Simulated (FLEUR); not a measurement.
# CuAu: equation of state with BLYP

CuAu:

```
Au Cu
1.0
     2.81075    0.00000    0.00000
     0.00000    2.81075    0.00000
     0.00000    0.00000    3.68500
Au Cu
1 1
Cartesian
  0.0000 0.0000 0.0000
  1.4054 1.4054 1.8425
```

| Item | Value |
| --- | --- |
| Program | FLEUR MaX-R8.1 (later development tree) |
| Task | equation of state |
| Functional | BLYP |
| Potentials or basis | all-electron |
| Basis | FLAPW |
| Kmax | 4.26 1/bohr |
| k mesh | 9 × 9 × 7 |
| Occupations | fermi-dirac, width 0.05 eV |
| Spin | no spin polarisation |

```
Equilibrium volume                        : 16.07 Å³/atom (rough: see the caveat)
Bulk modulus at fixed shape and positions : 111 GPa (rough)
```

Energy against volume, from the lowest point:
```tsv
volume (Å³/atom)	energy (meV/atom)
13.683	165.38
13.974	119.22
14.556	51.84
15.139	11.68
15.430	0.00
```

Caveat: the minimum lies outside the volumes run; the cell was scaled at fixed shape and fractional positions, which overstates the stiffness of a crystal with free parameters, most of all of layers and chains. Spin-orbit coupling is left out, which matters for the levels of Au.
